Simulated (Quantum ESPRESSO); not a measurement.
ZnSe (Stilleite):

```
CELL_PARAMETERS angstrom
0.00000 2.83380 2.83380
2.83380 0.00000 2.83380
2.83380 2.83380 0.00000
ATOMIC_POSITIONS crystal
Se 0.75000 0.75000 0.75000
Zn 0.00000 0.00000 0.00000
```

- Program: Quantum ESPRESSO 7.5
- Task: Berry-phase polarisation
- Functional: WC
- Potentials or basis: JTH 2.0 PBE
- Cutoff: 735 eV
- Density cutoff: 4408 eV
- k mesh: 6 × 6 × 6
- Occupations: fermi-dirac, width 0.05 eV
- Spin: no spin polarisation
- Mixing beta: 0.5
- Most SCF iterations: 120
- SCF threshold: 4e-10 Ry
- k points per string: 12 × 12 × 12

The first run showed a gap, so the response started from a second, tighter run with fixed occupations.

Question: What formal polarisation does the Berry-phase calculation give along the three lattice vectors?

Answer: 0.704, 0.704, 0.704 C/m², each defined up to a quantum of 2.822, 2.822, 2.822 C/m², that is 0.250, 0.250, 0.250 of the quanta. A formal value alone isn't measurable: only its change along an insulating path is.

Berry phases in units of 2π:
| direction | ionic | electronic | their sum is defined modulo |
| --- | --- | --- | --- |
| a1 | 0.500 | -0.001 | 2 |
| a2 | 0.500 | -0.001 | 2 |
| a3 | 0.500 | -0.001 | 2 |
